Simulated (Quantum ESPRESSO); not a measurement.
# CdS (Hawleyite) (F-43m) in Quantum ESPRESSO: further runs

Runs on CdS (Hawleyite). Level: r2SCAN. Tasks: single point, equation of state.

Program: Quantum ESPRESSO 7.5. These are calculated values, not measurements. Logs are shortened: lines on timing, memory, paths and dates and some standing lists are left out, and cuts for length are marked.

### Step 1. The crystal as given

It takes space group F-43m (No. 216, cubic). The conventional cell has a = 5.833 Å, b = 5.833 Å, c = 5.833 Å, α = 90.00°, β = 90.00°, γ = 90.00°. Cd (site symmetry -43m) is surrounded by 4 S at 2.53 Å. S (site symmetry -43m) has 4 Cd at 2.53 Å as nearest neighbours.

### Step 2. Single point, r2SCAN, 23.32 Å³/atom

pw.in

```
&CONTROL
  calculation = 'scf'
  prefix = 'pwscf'
  outdir = './tmp'
  pseudo_dir = './pseudo'
  tstress = .true.
  disk_io = 'nowf'
/
&SYSTEM
  ibrav = 0
  nat = 2
  ntyp = 2
  ecutwfc = 70
  nbnd = 20
  input_dft = 'r2scan'
  occupations = 'smearing'
  smearing = 'fd'
  degauss = 0.00367493
  nosym = .true.
  nr1 = 48
  nr2 = 48
  nr3 = 48
/
&ELECTRONS
  conv_thr = 1d-08
  electron_maxstep = 120
  mixing_beta = 0.5
/
ATOMIC_SPECIES
Cd   112.4140 Cd_ONCV_PBE-1.2.upf
S     32.0600 S_ONCV_PBE-1.2.upf
CELL_PARAMETERS angstrom
   0.0000000000    2.8569628861    2.8569628861
   2.8569628861    0.0000000000    2.8569628861
   2.8569628861    2.8569628861    0.0000000000
ATOMIC_POSITIONS crystal
Cd     0.0000000000    0.0000000000    0.0000000000
S      0.7500000000    0.7500000000    0.7500000000
K_POINTS automatic
6 6 6 0 0 0
```

Potentials or basis: SG15 PBE 1.2.

The run is started by

```
$ OMP_NUM_THREADS=1 mpirun -n 4 pw.x -nk 4 -in pw.in > pw.out
```

pw.out:

```text
This program is part of the open-source Quantum ESPRESSO suite
     for quantum simulation of materials; please cite
         "P. Giannozzi et al., J. Phys.:Condens. Matter 21 395502 (2009);
         "P. Giannozzi et al., J. Phys.:Condens. Matter 29 465901 (2017);
         "P. Giannozzi et al., J. Chem. Phys. 152 154105 (2020);
     in publications or presentations arising from this work. More details at

     IMPORTANT: XC functional enforced from input :
     Exchange-correlation= R2SCAN
                           (   0   0   0   0   0 497 498)
     Any further DFT definition will be discarded
     Please, verify this is what you really want

     K-points division:     npool     =       4
     Subspace diagonalization in iterative solution of the eigenvalue problem:
     a serial algorithm will be used

     G-vector sticks info
     --------------------
     sticks:   dense  smooth     PW     G-vecs:    dense   smooth      PW
     Sum        1135    1135    349                24933    24933    4111

     Using Slab Decomposition

     bravais-lattice index     =            0
     lattice parameter (alat)  =       7.6352  a.u.
     unit-cell volume          =     314.7316 (a.u.)^3
     number of atoms/cell      =            2
     number of atomic types    =            2
     number of electrons       =        26.00
     number of Kohn-Sham states=           20
     kinetic-energy cutoff     =      70.0000  Ry
     charge density cutoff     =     280.0000  Ry
     scf convergence threshold =      1.0E-08
     mixing beta               =       0.5000
     number of iterations used =            8  plain     mixing
     Exchange-correlation= R2SCAN
                           (   0   0   0   0   0 497 498)

     celldm(1)=   7.635166  celldm(2)=   0.000000  celldm(3)=   0.000000
     celldm(4)=   0.000000  celldm(5)=   0.000000  celldm(6)=   0.000000

     crystal axes: (cart. coord. in units of alat)
               a(1) = (   0.000000   0.707107   0.707107 )
               a(2) = (   0.707107   0.000000   0.707107 )
               a(3) = (   0.707107   0.707107   0.000000 )

     reciprocal axes: (cart. coord. in units 2 pi/alat)
               b(1) = ( -0.707107  0.707107  0.707107 )
               b(2) = (  0.707107 -0.707107  0.707107 )
               b(3) = (  0.707107  0.707107 -0.707107 )

     PseudoPot. # 1 for Cd read from file:
     Cd_ONCV_PBE-1.2.upf
     Pseudo is Norm-conserving, Zval = 20.0
     Generated using ONCVPSP code by D. R. Hamann
     Using radial grid of  602 points,  6 beta functions with:
                l(1) =   0
                l(2) =   0
                l(3) =   1
                l(4) =   1
                l(5) =   2
                l(6) =   2

     PseudoPot. # 2 for S  read from file:
     S_ONCV_PBE-1.2.upf
     Pseudo is Norm-conserving, Zval =  6.0
     Generated using ONCVPSP code by D. R. Hamann
     Using radial grid of  602 points,  4 beta functions with:
                l(1) =   0
                l(2) =   0
                l(3) =   1
                l(4) =   1

     atomic species   valence    mass     pseudopotential
     Cd               20.00   112.41400     Cd( 1.00)
     S                 6.00    32.06000     S ( 1.00)

     No symmetry found

   Cartesian axes

     site n.     atom                  positions (alat units)
         1        Cd     tau(   1) = (   0.0000000   0.0000000   0.0000000  )
         2        S      tau(   2) = (   1.0606602   1.0606602   1.0606602  )

     number of k points=   112  Fermi-Dirac smearing, width (Ry)=  0.0037

     Number of k-points >= 100: set verbosity='high' to print them.

     Dense  grid:    24933 G-vectors     FFT dimensions: (  48,  48,  48)

     WARNING: libxc functional with ID  497 depends
      on external parameters: check the user_guide of
      QE if you need to modify them or to check their
      default values.

     WARNING: libxc functional with ID  498 depends
      on external parameters: check the user_guide of
      QE if you need to modify them or to check their
      default values.

     Initial potential from superposition of free atoms

     starting charge      25.9552, renormalised to      26.0000
     Starting wfcs are random

     Self-consistent Calculation

     iteration #  1     ecut=    70.00 Ry     beta= 0.50
     Davidson diagonalization with overlap
     ethr =  1.00E-02,  avg # of iterations =  9.2

     total energy              =    -331.32528415 Ry
     estimated scf accuracy    <      16.89255528 Ry

     iteration #  2     ecut=    70.00 Ry     beta= 0.50
     Davidson diagonalization with overlap
     ethr =  1.00E-02,  avg # of iterations =  1.0

     total energy              =    -331.41572657 Ry
     estimated scf accuracy    <       3.47140949 Ry

     iteration #  3     ecut=    70.00 Ry     beta= 0.50
     Davidson diagonalization with overlap
     ethr =  1.00E-02,  avg # of iterations =  1.0

     total energy              =    -331.42389371 Ry
     estimated scf accuracy    <       0.08786900 Ry

     iteration #  4     ecut=    70.00 Ry     beta= 0.50
     Davidson diagonalization with overlap
     ethr =  3.38E-04,  avg # of iterations =  1.6

     total energy              =    -331.42476985 Ry
     estimated scf accuracy    <       0.00047138 Ry

     iteration #  5     ecut=    70.00 Ry     beta= 0.50
     Davidson diagonalization with overlap
     ethr =  1.81E-06,  avg # of iterations =  7.2

     total energy              =    -331.42487713 Ry
     estimated scf accuracy    <       0.00006292 Ry

     iteration #  6     ecut=    70.00 Ry     beta= 0.50
     Davidson diagonalization with overlap
     ethr =  2.42E-07,  avg # of iterations =  1.6

     total energy              =    -331.42488115 Ry
     estimated scf accuracy    <       0.00002489 Ry

     iteration #  7     ecut=    70.00 Ry     beta= 0.50
     Davidson diagonalization with overlap
     ethr =  9.57E-08,  avg # of iterations =  1.0

     total energy              =    -331.42488151 Ry
     estimated scf accuracy    <       0.00000316 Ry

     iteration #  8     ecut=    70.00 Ry     beta= 0.50
     Davidson diagonalization with overlap
     ethr =  1.21E-08,  avg # of iterations =  1.2

     total energy              =    -331.42488162 Ry
     estimated scf accuracy    <       0.00000005 Ry

     iteration #  9     ecut=    70.00 Ry     beta= 0.50
     Davidson diagonalization with overlap
     ethr =  1.75E-10,  avg # of iterations =  3.6

     End of self-consistent calculation

     Number of k-points >= 100: set verbosity='high' to print the bands.

     the Fermi energy is     9.2397 ev

!    total energy              =    -331.42488163 Ry
     estimated scf accuracy    <          5.8E-09 Ry
     smearing contrib. (-TS)   =      -0.00000000 Ry
     internal energy E=F+TS    =    -331.42488163 Ry

     The total energy is F=E-TS. E is the sum of the following terms:
     one-electron contribution =    -200.30378705 Ry
     hartree contribution      =     104.24080231 Ry
     xc contribution           =     -32.40632544 Ry
     ewald contribution        =    -202.95557146 Ry

     convergence has been achieved in   9 iterations

     Computing stress (Cartesian axis) and pressure

          total   stress  (Ry/bohr**3)                   (kbar)     P=       61.74
   0.00041971   0.00000000  -0.00000000           61.74        0.00       -0.00
   0.00000000   0.00041971   0.00000000            0.00       61.74        0.00
  -0.00000000   0.00000000   0.00041971           -0.00        0.00       61.74

=------------------------------------------------------------------------------=
   JOB DONE.
=------------------------------------------------------------------------------=
```

It took 2.3 min on 4 MPI ranks of Arm Neoverse V1, shared host; peak memory 0.48 GiB.

Results:

* Free energy: -4509.2652 eV
* Pressure: 6.2 GPa
* Band gap on the k mesh: 1.57 eV, direct

Caveat: the potentials were made for another functional, which shifts forces and pressure.

### Step 3. Single point, r2SCAN, 23.82 Å³/atom

pw.in, as its differences from that of step 2:

```diff
@@ -32,5 +32,5 @@
 CELL_PARAMETERS angstrom
-   0.0000000000    2.8569628861    2.8569628861
-   2.8569628861    0.0000000000    2.8569628861
-   2.8569628861    2.8569628861    0.0000000000
+   0.0000000000    2.8770830059    2.8770830059
+   2.8770830059    0.0000000000    2.8770830059
+   2.8770830059    2.8770830059    0.0000000000
 ATOMIC_POSITIONS crystal
```

Potentials or basis: SG15 PBE 1.2.

The run is started by

```
$ OMP_NUM_THREADS=1 mpirun -n 4 pw.x -nk 4 -in pw.in > pw.out
```

Wall time 2.3 min (4 MPI ranks of Arm Neoverse V1, shared host); peak memory 0.48 GiB.

It converged, with:

* Free energy: -4509.2981 eV
* Pressure: 4.4 GPa
* Band gap on the k mesh: 1.53 eV, direct

Caveat: the potentials were made for another functional, which shifts forces and pressure.

### Step 4. Single point, r2SCAN, 24.31 Å³/atom

pw.in, as its differences from that of step 3:

```diff
@@ -32,5 +32,5 @@
 CELL_PARAMETERS angstrom
-   0.0000000000    2.8770830059    2.8770830059
-   2.8770830059    0.0000000000    2.8770830059
-   2.8770830059    2.8770830059    0.0000000000
+   0.0000000000    2.8969255847    2.8969255847
+   2.8969255847    0.0000000000    2.8969255847
+   2.8969255847    2.8969255847    0.0000000000
 ATOMIC_POSITIONS crystal
```

The run is started by

```
$ OMP_NUM_THREADS=1 mpirun -n 4 pw.x -nk 4 -in pw.in > pw.out
```

It took 2.3 min on 4 MPI ranks of Arm Neoverse V1, shared host; peak memory 0.48 GiB.

The run converged. Its results:

```yaml
Free_energy: -4509.3205 eV
Pressure: 2.8 GPa
Band_gap_on_the_k_mesh: 1.48 eV, direct
```

Caveat: the potentials were made for another functional, which shifts forces and pressure.

### Step 5. Single point, r2SCAN, 24.81 Å³/atom

pw.in, as its differences from that of step 4:

```diff
@@ -32,5 +32,5 @@
 CELL_PARAMETERS angstrom
-   0.0000000000    2.8969255847    2.8969255847
-   2.8969255847    0.0000000000    2.8969255847
-   2.8969255847    2.8969255847    0.0000000000
+   0.0000000000    2.9165000000    2.9165000000
+   2.9165000000    0.0000000000    2.9165000000
+   2.9165000000    2.9165000000    0.0000000000
 ATOMIC_POSITIONS crystal
```

The run is started by

```
$ OMP_NUM_THREADS=1 mpirun -n 4 pw.x -nk 4 -in pw.in > pw.out
```

Wall time 2.3 min (4 MPI ranks of Arm Neoverse V1, shared host); peak memory 0.48 GiB.

It converged, with:

```yaml
Free_energy: -4509.3336 eV
Pressure: 1.4 GPa
Band_gap_on_the_k_mesh: 1.44 eV, direct
```

Caveat: the potentials were made for another functional, which shifts forces and pressure.

### Step 6. Single point, r2SCAN, 25.30 Å³/atom

pw.in, as its differences from that of step 5:

```diff
@@ -32,5 +32,5 @@
 CELL_PARAMETERS angstrom
-   0.0000000000    2.9165000000    2.9165000000
-   2.9165000000    0.0000000000    2.9165000000
-   2.9165000000    2.9165000000    0.0000000000
+   0.0000000000    2.9358151324    2.9358151324
+   2.9358151324    0.0000000000    2.9358151324
+   2.9358151324    2.9358151324    0.0000000000
 ATOMIC_POSITIONS crystal
```

Potentials or basis: SG15 PBE 1.2.

The run is started by

```
$ OMP_NUM_THREADS=1 mpirun -n 4 pw.x -nk 4 -in pw.in > pw.out
```

It took 2.5 min on 4 MPI ranks of Arm Neoverse V1, shared host; peak memory 0.48 GiB.

Results (log left out):

- Free energy: -4509.3383 eV
- Pressure: 0.1 GPa
- Band gap on the k mesh: 1.39 eV, direct

Caveat: the potentials were made for another functional, which shifts forces and pressure.

### Step 7. Single point, r2SCAN, 25.80 Å³/atom

pw.in, as its differences from that of step 6:

```diff
@@ -32,5 +32,5 @@
 CELL_PARAMETERS angstrom
-   0.0000000000    2.9358151324    2.9358151324
-   2.9358151324    0.0000000000    2.9358151324
-   2.9358151324    2.9358151324    0.0000000000
+   0.0000000000    2.9548794012    2.9548794012
+   2.9548794012    0.0000000000    2.9548794012
+   2.9548794012    2.9548794012    0.0000000000
 ATOMIC_POSITIONS crystal
```

The run is started by

```
$ OMP_NUM_THREADS=1 mpirun -n 4 pw.x -nk 4 -in pw.in > pw.out
```

It took 2.5 min on 4 MPI ranks of Arm Neoverse V1, shared host; peak memory 0.48 GiB.

It converged, with:

```yaml
Free_energy: -4509.3356 eV
Pressure: -1.0 GPa
Band_gap_on_the_k_mesh: 1.35 eV, direct
```

Caveat: the potentials were made for another functional, which shifts forces and pressure.

### Step 8. Single point, r2SCAN, 26.30 Å³/atom

pw.in, as its differences from that of step 7:

```diff
@@ -32,5 +32,5 @@
 CELL_PARAMETERS angstrom
-   0.0000000000    2.9548794012    2.9548794012
-   2.9548794012    0.0000000000    2.9548794012
-   2.9548794012    2.9548794012    0.0000000000
+   0.0000000000    2.9737007966    2.9737007966
+   2.9737007966    0.0000000000    2.9737007966
+   2.9737007966    2.9737007966    0.0000000000
 ATOMIC_POSITIONS crystal
```

The run is started by

```
$ OMP_NUM_THREADS=1 mpirun -n 4 pw.x -nk 4 -in pw.in > pw.out
```

Run time: 2.5 min. Hardware: 4 MPI ranks of Arm Neoverse V1, shared host; peak memory 0.48 GiB.

The run converged. Its results:

- Free energy: -4509.3260 eV
- Pressure: -2.1 GPa
- Band gap on the k mesh: 1.30 eV, direct

Caveat: the potentials were made for another functional, which shifts forces and pressure.

### Step 9. Equation of state, r2SCAN

Potentials or basis: SG15 PBE 1.2.

No new run: the results of the series are fitted here.

Results:

| Quantity | Value |
| --- | --- |
| Equilibrium volume | 25.36 Å³/atom |
| Bulk modulus | 61 GPa |
| Pressure derivative of the bulk modulus | 4.5 |

Energy against volume, from the lowest point:
```tsv
volume (Å³/atom)	energy (meV/atom)
23.319	36.55
23.815	20.13
24.312	8.92
24.808	2.37
25.304	0.00
25.800	1.38
26.296	6.14
```

Caveat: the potentials were made for another functional, which shifts forces and pressure. Zero-point motion and thermal expansion aren't in these numbers.
